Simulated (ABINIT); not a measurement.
The system is Pt.

```
Pt
1.0
     2.76067    0.00000    0.00000
    -1.38033    2.39081    0.00000
     0.00000    0.00000    4.79213
Pt
2
Direct
  0.33333 0.66667 0.25000
  0.66667 0.33333 0.75000
```

This isn't the form of Pt at room conditions, which is fcc.

| Property | Result |
| --- | --- |
| Program | ABINIT 10.8.3 (patched build) |
| Task | single point |
| Functional | PBE |
| Potentials or basis | JTH PAW PBE v2.0 |
| Cutoff | 435 eV |
| k mesh | 11 × 11 × 6 |
| Occupations | fermi-dirac, width 0.05 eV |
| Spin | no spin polarisation |

On this cell: pressure 0.0 GPa; largest force under 0.003 eV/Å; band gap on the k mesh none (metal or under the smearing width).

The same run follows on a disturbed copy (atoms moved at random, drawn with an rms of 0.05 Å):

```
Pt
1.0
     2.76067    0.00000    0.00000
    -1.38033    2.39081    0.00000
     0.00000    0.00000    4.79213
Pt
2
Cartesian
  -0.0429 1.6448 1.2117
  1.4132 0.7717 3.5624
```

Question: What changes?

Answer: The energy (extrapolated to zero smearing) moves by +3.1 meV/atom; pressure 0.3 GPa; largest force 0.464 eV/Å; band gap on the k mesh none (metal or under the smearing width).

Forces in eV/Å, atoms in the order of the input:
```
Pt  -0.064  0.023 -0.459
Pt   0.064 -0.023  0.459
```

Stress tensor (GPa, compression positive):
```
 0.64  0.14 -0.15
 0.14  1.28  0.21
-0.15  0.21 -0.87
```
